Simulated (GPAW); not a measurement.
The system is Ba.

```xyz
1
Lattice="4.3116 0.0000 0.0000 -2.1558 3.7340 0.0000 0.0000 0.0000 3.9134" Properties=species:S:1:pos:R:3 pbc="T T T"
Ba    0.0000    0.0000    0.0000
```

This isn't the form of Ba at room conditions, which is bcc.

```yaml
Program: GPAW 26.7.0
Task: single point
Functional: PBE
Potentials_or_basis: GPAW PAW data sets (gpaw-data 1.2.1)
Cutoff: 600 eV
Basis: pw
k_mesh: 7 × 7 × 7
Occupations: fermi-dirac, width 0.05 eV
Spin: no spin polarisation
```

On this cell: pressure -0.1 GPa; band gap on the k mesh none (metal or under the smearing width).

The same run follows on a disturbed copy (cell strained at random at fixed volume):

```
CELL_PARAMETERS angstrom
4.22239 -0.05906 0.00604
-2.16235 3.80257 0.01168
0.00548 0.01541 3.95554
ATOMIC_POSITIONS crystal
Ba 0.00212 0.00475 0.99277
```

**Question.** What changes?

**Answer.** The energy (extrapolated to zero smearing) moves by +0.8 meV/atom; pressure -0.1 GPa; band gap on the k mesh none (metal or under the smearing width).

Stress tensor (GPa, compression positive):
```
 0.07  0.19  0.01
 0.19 -0.42  0.03
 0.01  0.03 -0.03
```
